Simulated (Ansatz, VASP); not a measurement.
One calculation of Te, two programs

Contents of INCAR:

```
PREC = Accurate
ENCUT = 520
EDIFF = 1E-7
ISMEAR = -1
SIGMA = 0.05
LREAL = F
LASPH = T
NELM = 60
ALGO = Normal
ISIF = 2
LWAVE = F
LCHARG = F
GGA = PE
NBANDS = 16
```

Contents of KPOINTS:

```
Automatic mesh
0
Gamma
  7 7 5
```

File POSCAR:

```
Te
1.0
    4.4834975484      0.0000000000      0.0000000000
   -2.2417487742      3.8828227747      0.0000000000
    0.0000000000      0.0000000000      5.9632329314
Te
3
Direct
    0.7310000000      0.7310000000      0.0000000000
    0.0000000000      0.2690000000      0.6666666667
    0.2690000000      0.0000000000      0.3333333333
```

input.yaml

```yaml
crystal:
  lattice:
    - [4.4834975484, 0.0, 0.0]
    - [-2.2417487742, 3.8828227747, 0.0]
    - [0.0, 0.0, 5.9632329314]
  atoms:
    - { symbol: Te, position: [0.731, 0.731, 0.0] }
    - { symbol: Te, position: [0.0, 0.269, 0.6666666667] }
    - { symbol: Te, position: [0.269, 0.0, 0.3333333333] }
hamiltonian:
  xc: pbe
  pseudopotentials: { kind: paw }
kpoints:
  mp_grid: { grid: [7, 7, 5] }
scf:
  occupations: { method: fermi_dirac, width: 0.05 }
output:
  forces: true
  stress: true
  eigenvalues: true
  write_density: true
  write_potential: true
  elf: true
  volumetric_format: npy
```

Change from the starting cell: volume scaled by 1.02.

Alike in both runs: task single point; functional PBE; k mesh 7 × 7 × 5; occupations fermi-dirac, width 0.05 eV; no spin polarisation.

|  | VASP | Ansatz |
| --- | --- | --- |
| version | VASP 6.6.1 | Ansatz 0.2.0 |
| potentials or method | VASP PAW PBE potentials, release 64 (Te) | Ansatz PAW |
| plane-wave cutoff (eV) | 520 | 420 |
| valence electrons in the cell | 18 | 48 |

|  | VASP | Ansatz | Ansatz less VASP |
| --- | --- | --- | --- |
| gap on the k mesh at the Fermi level (eV) | 0.63 | 0.64 | +0.003 |
| least direct gap on the mesh (eV) | 0.77 | 0.78 | +0.011 |
| pressure (GPa) | 0.5 | 0.5 | 0.00 |
| rms of the force components (eV/Å) | 0.032 | 0.027 | -0.0053 |

Atom by atom the forces differ by 0.005 eV/Å (rms over components). The functional is the same, so the differences come from potentials, cutoffs and numerics. The two sets of potentials don't hold the same shells in valence.

Caveats: spin-orbit coupling is left out, which moves the levels of the heavy elements; an odd mesh through Γ misses points on the zone boundary, where band edges often lie (VASP); odd divisions of the mesh miss points on the zone boundary, where band edges often lie, so the gap on the mesh can be too wide (Ansatz).
